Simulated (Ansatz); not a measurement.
The system is InAs.

```
In As
1.0
     0.00000    3.01800    3.01800
     3.01800    0.00000    3.01800
     3.01800    3.01800    0.00000
In As
1 1
Cartesian
  0.0000 0.0000 0.0000
  4.5270 4.5270 4.5270
```

Base run:

| Item | Value |
| --- | --- |
| Program | Ansatz 0.2.0 |
| Functional | SVWN5 |
| Potentials or basis | Ansatz PAW |
| Cutoff | 420 eV (not typed: the program's choice for these potentials) |
| k mesh | 8 × 8 × 8 |
| Occupations | fermi-dirac, width 0.05 eV |
| Spin | no spin polarisation |

Its results: band gap on the k mesh none (metal or under the smearing width); pressure -0.3 GPa.

**Question.** The run is repeated on the same cell with these changes: functional from SVWN5 to PBE; spin from no spin polarisation to spin-orbit coupling, no magnetisation; potential files from those of the base run to others of the same set. What comes out?

**Answer.** Band gap on the k mesh none (metal or under the smearing width); pressure 4.2 GPa.

Several settings changed at once, so the effect can't be laid on one alone.

Caveats: this crystal is a semiconductor, whose small gap the functional closes, so the metal is an error of the method; spin-orbit coupling is left out, which moves the levels of the heavy elements (some runs); the PAW data sets come from PBE, with cores solved anew for the run's functional, which leaves a small shift of forces and pressure (some runs).
